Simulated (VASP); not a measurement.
Set up this calculation in VASP 6.6.1, as the native input.

* Task: relaxation of cell and atoms
* Functional: PBE
* Potentials or basis: VASP PAW PBE potentials, release 64 (Si, C)
* Cutoff: 520 eV
* k mesh: 18 × 18 × 18
* Occupations: gaussian, width 0.02 eV
* Spin: no spin polarisation
* Further INCAR settings: ALGO = Normal; EDIFF = 1e-07; IBRION = 2; EDIFFG = -0.002; NSW = 80; ISIF = 3

The structure of SiC lies in POSCAR:

```
SiC
1.0
    0.0000000000      2.1790000000      2.1790000000
    2.1790000000      0.0000000000      2.1790000000
    2.1790000000      2.1790000000      0.0000000000
Si C
1 1
Direct
    0.0000000000      0.0000000000      0.0000000000
    0.2500000000      0.2500000000      0.2500000000
```

One way to write it, as run:

INCAR

```
SYSTEM = SiC
ALGO = Normal ; EDIFF = 1E-7
EDIFFG = -0.002 ; ENCUT = 520
GGA = PE ; IBRION = 2
ISIF = 3 ; ISMEAR = 0
LASPH = .True. ; LCHARG = .False.
LREAL = .False. ; LWAVE = .False.
NELM = 80 ; NSW = 80
PREC = Accurate ; SIGMA = 0.02
```

KPOINTS

```
k-points
0
Gamma
  18 18 18
  0 0 0
```

Potentials or basis: VASP PAW PBE potentials, release 64 (Si, C).

Launch:

```console
$ cat potpaw_PBE.64/Si/POTCAR potpaw_PBE.64/C/POTCAR > POTCAR
$ mpirun -np 1 vasp_std > vasp.out
```

It gave:

The relaxed volume is 10.50 Å³/atom and the relaxed cell is a = 3.097 Å, b = 3.097 Å, c = 3.097 Å, α = 60.00°, β = 60.00°, γ = 60.00°. The space group after relaxing (to 0.05 Å) is F-43m (No. 216) and the energy gained by relaxing is 1.5 meV/atom. The ionic steps are 3 and the pressure after relaxing is 0.0 GPa. The band gap on the k mesh is 1.37 eV, indirect (least direct gap 4.53 eV).

Run time: 31 s on 1 thread of Intel(R) Xeon(R) Platinum 8488C (Sapphire Rapids), with other jobs on the host, peak memory 0.15 GiB.
